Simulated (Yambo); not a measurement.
AlN in Yambo: convergence with bands in self energy

Crystal: AlN.

```
Al N
1.0
     0.00000    2.18399    2.18399
     2.18399    0.00000    2.18399
     2.18399    2.18399    0.00000
Al N
1 1
Direct
  0.00000 0.00000 0.00000
  0.25000 0.25000 0.25000
```

Measurements of this composition are mostly on another form, of space group No. 186.

- Program: Yambo 5.3.0
- Task: G0W0 quasiparticle levels
- Functional: PBEsol
- Potentials or basis: PseudoDojo 0.4.1 SR PBEsol standard
- Cutoff: 1143 eV
- Density cutoff: 4572 eV
- k mesh: 6 × 6 × 6
- Occupations: fixed
- Spin: no spin polarisation
- k mesh of the self-consistent run: 10 × 10 × 10
- Random integration of the Coulomb term: yes
- Direction of the field or of q to 0: x + y + z
- Broadening: 0.1 eV
- States corrected: Γ and the k points of the band edges
- Frequency dependence of W: plasmon pole
- Terminator of the band sum in the self-energy: none
- Quasiparticle equation: linearised (Newton)
- Imaginary frequency of the plasmon-pole fit: 27.2114 eV
- Bands in the response: 154
- Bands in the self-energy: 24
- Cutoff of the response matrix: 12 Ry
- Cutoff of exchange and Vxc: 84 Ry
- Bands corrected (first, last): [3, 6]

These are the settings of the first run; the series varies bands in self energy, with any setting tied to it.

```
bands in self energy  quasiparticle gap at the points computed (eV)
                  24                                          4.321
                  44                                          4.480
                  84                                          4.601
                 154                                          4.662
```

Not settled before the last step: the quasiparticle gap at the points computed (to 0.05 eV). The tightest run that finished is the yardstick and may itself not be fully converged.

Caveat, for the tightest run too: this version prints the column dSc/dw multiplied by 27.2.
